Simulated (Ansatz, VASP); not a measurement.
## Cu in VASP and in Ansatz

```
Cu
1.0
     0.00000    1.84295    1.84295
     1.84295    0.00000    1.84295
     1.84295    1.84295    0.00000
Cu
1
Direct
  0.00000 0.00000 0.00000
```

Alike in both runs: task single point; functional revPBE; k mesh 13 × 13 × 13; occupations fermi-dirac, width 0.05 eV; no spin polarisation.

```csv
,VASP,Ansatz
version,VASP 6.6.1,Ansatz 0.2.0
potentials or method,"VASP PAW PBE potentials, release 64 (Cu)",Ansatz PAW
plane-wave cutoff (eV),520,420
valence electrons in the cell,11,19
```

Ansatz gave:

- gap on the k mesh at the Fermi level (eV): none
- pressure (GPa): -2.6

Q: Which values does VASP return?

A: gap on the k mesh at the Fermi level (eV): none; pressure (GPa): -2.1.

A gap of «none» marks a metal or a gap that the smearing closes. The two sets of potentials don't hold the same shells in valence.

Caveats: the PAW data sets were made with another functional, which shifts forces and pressure a little (VASP); the PAW data sets come from PBE, with cores solved anew for the run's functional, which leaves a small shift of forces and pressure (Ansatz).
